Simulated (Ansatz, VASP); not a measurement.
**Two plane-wave programs on Os**

INCAR

```
PREC     = Accurate       # precision mode
ENCUT    = 600            # plane-wave cutoff, eV
EDIFF    = 1E-6           # SCF threshold, eV
ISMEAR   = 0              # smearing method
SIGMA    = 0.1            # smearing width, eV
LREAL    = False          # projectors in reciprocal space
LASPH    = True           # aspherical terms in the spheres
NELM     = 100            # most SCF steps
ALGO     = Fast           # electronic algorithm
ISIF     = 3              # what is computed and relaxed
LWAVE    = False          # write WAVECAR
LCHARG   = False          # write CHGCAR
GGA      = PS             # functional
IBRION   = 2              # ionic algorithm
NSW      = 90             # ionic steps
EDIFFG   = -0.04          # ionic threshold
```

KPOINTS

```
regular mesh
0
Gamma
  8 8 8
```

POSCAR

```
Os
1.0
    0.0000000000      1.9111743987      1.9111743987
    1.9111743987      0.0000000000      1.9111743987
    1.9111743987      1.9111743987      0.0000000000
Os
1
Direct
    0.0000000000      0.0000000000      0.0000000000
```

Input for Ansatz:

```yaml
crystal:
  lattice:
    - [0.0, 1.9111743987, 1.9111743987]
    - [1.9111743987, 0.0, 1.9111743987]
    - [1.9111743987, 1.9111743987, 0.0]
  atoms:
    - { symbol: Os, position: [0.0, 0.0, 0.0] }
basis:
  ecutwfc: 420
kpoints:
  mp_grid: { grid: [8, 8, 8] }
hamiltonian:
  xc: pbesol
scf:
  occupations: { method: gaussian, width: 0.1 }
  lower_state_search: "off"
output:
  forces: true
  stress: true
  eigenvalues: true
relax:
  adjacent_minimum: "off"
  f_tol: 0.04
  max_steps: 70
  cell: { stress_tol: 0.4 }
```

Alike in both runs: task relaxation of cell and atoms; functional PBEsol; k mesh 8 × 8 × 8; occupations gaussian, width 0.1 eV; no spin polarisation.

|  | VASP | Ansatz |
| --- | --- | --- |
| version | VASP 6.6.1 | Ansatz 0.2.0 |
| potentials or method | VASP PAW PBE potentials, release 64 (Os) | scalar-relativistic, plane waves, PAW |
| plane-wave cutoff (eV) | 600 | 420 |
| valence electrons in the cell | 8 | 16 |

```tsv
	VASP	Ansatz	Ansatz less VASP
gap on the k mesh at the Fermi level, each at its own relaxed structure (eV)	none	none	-
relaxed volume (Å³/atom)	13.96	13.94	-0.021
relaxed cell length with the largest relative difference (Å)	2.703	2.701	-0.0013
```

A gap of «none» marks a metal or a gap that the smearing closes. The two sets of potentials don't hold the same shells in valence.

Caveats: the relaxation stopped at its first step, so nothing moved; the PAW data sets were made with another functional, which shifts forces and pressure a little (VASP). The runs have no spin-orbit coupling, so splittings on Os are missing.
